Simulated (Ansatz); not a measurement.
# Mg7Te8: the cost of one run

Method: DFT PBEsol, scalar-relativistic, plane waves, PAW, in Ansatz 0.2.0.

2 further runs of the same task are left out: 2 set aside as unsound or not needed.

## 1. Starting point

Symmetry: F-43m, No. 216, cubic system. Conventional cell: a = 12.878 Å, b = 12.878 Å, c = 12.878 Å, α = 90.00°, β = 90.00°, γ = 90.00°. Mg (site symmetry 2mm) is surrounded by 4 Te at 2.79 Å. Mg (site symmetry -43m) is surrounded by 4 Te at 2.79 Å. Te (site symmetry 3m) has 3 Mg at 2.79 Å as nearest neighbours. Around Te (site symmetry 3m) lie 4 Mg at 2.79 Å.

Structure file:

```
Mg Te
1.0
     0.00000    6.43886   -6.43886
     6.43886    6.43886    0.00000
     6.43886    0.00000   -6.43886
Mg Te
7 8
Direct
  0.00000 0.50000 0.50000
  0.50000 0.00000 0.50000
  0.50000 0.50000 0.50000
  0.00000 0.00000 0.00000
  0.00000 0.50000 0.00000
  0.50000 0.00000 0.00000
  0.50000 0.50000 0.00000
  0.12500 0.12500 0.12500
  0.12500 0.62500 0.12500
  0.62500 0.12500 0.12500
  0.62500 0.62500 0.12500
  0.12500 0.12500 0.62500
  0.12500 0.62500 0.62500
  0.62500 0.12500 0.62500
  0.62500 0.62500 0.62500
```

It goes back to an entry of the Materials Project, which need not be the stable form.

It is built from the cell relaxed beforehand with the same method (33.37 Å³/atom).

## 2. The vacancy and the jump

The supercell lacks one Mg atom, at fractional position (0.000, 0.000, 0.500), and holds 15 atoms. Atom 1 (Mg), 4.55 Å away, is to jump into the empty site. The cell is fixed.

## 3. Relaxing around the vacancy

input.yaml

```yaml
crystal:
  lattice:
    - [0.0, 6.4388576423, -6.4388576423]
    - [6.4388576423, 6.4388576423, 0.0]
    - [6.4388576423, 0.0, -6.4388576423]
  atoms:
    - { symbol: Mg, position: [0.0, 0.5, 0.5] }
    - { symbol: Mg, position: [0.5, 0.0, 0.5] }
    - { symbol: Mg, position: [0.5, 0.5, 0.5] }
    - { symbol: Mg, position: [0.0, 0.0, 1.0] }
    - { symbol: Mg, position: [0.0, 0.5, 1.0] }
    - { symbol: Mg, position: [0.5, 0.0, 1.0] }
    - { symbol: Mg, position: [0.5, 0.5, 1.0] }
    - { symbol: Te, position: [0.125, 0.125, 0.125] }
    - { symbol: Te, position: [0.125, 0.625, 0.125] }
    - { symbol: Te, position: [0.625, 0.125, 0.125] }
    - { symbol: Te, position: [0.625, 0.625, 0.125] }
    - { symbol: Te, position: [0.125, 0.125, 0.625] }
    - { symbol: Te, position: [0.125, 0.625, 0.625] }
    - { symbol: Te, position: [0.625, 0.125, 0.625] }
    - { symbol: Te, position: [0.625, 0.625, 0.625] }
basis:
  ecutwfc: 420
kpoints:
  mp_grid: { grid: [4, 4, 4] }
hamiltonian:
  xc: pbesol
scf:
  occupations: { method: gaussian, width: 0.05 }
output:
  forces: true
  stress: true
  eigenvalues: true
  write_density: true
  write_potential: true
  elf: true
  volumetric_format: npy
relax:
  adjacent_minimum: "off"
  f_tol: 0.02
  max_steps: 50
```

The run is started by

```bash
ansatz run input.yaml --threads 4 --pin off --max-ram 9216MiB --backend cpu --events-out ev --progress --plain --runs-dir out
```

**Question.** How long does this run take on 4 threads of Arm Neoverse V1, shared host, and how much memory does it need?

About 57 s, with a peak of 1.6 GiB.
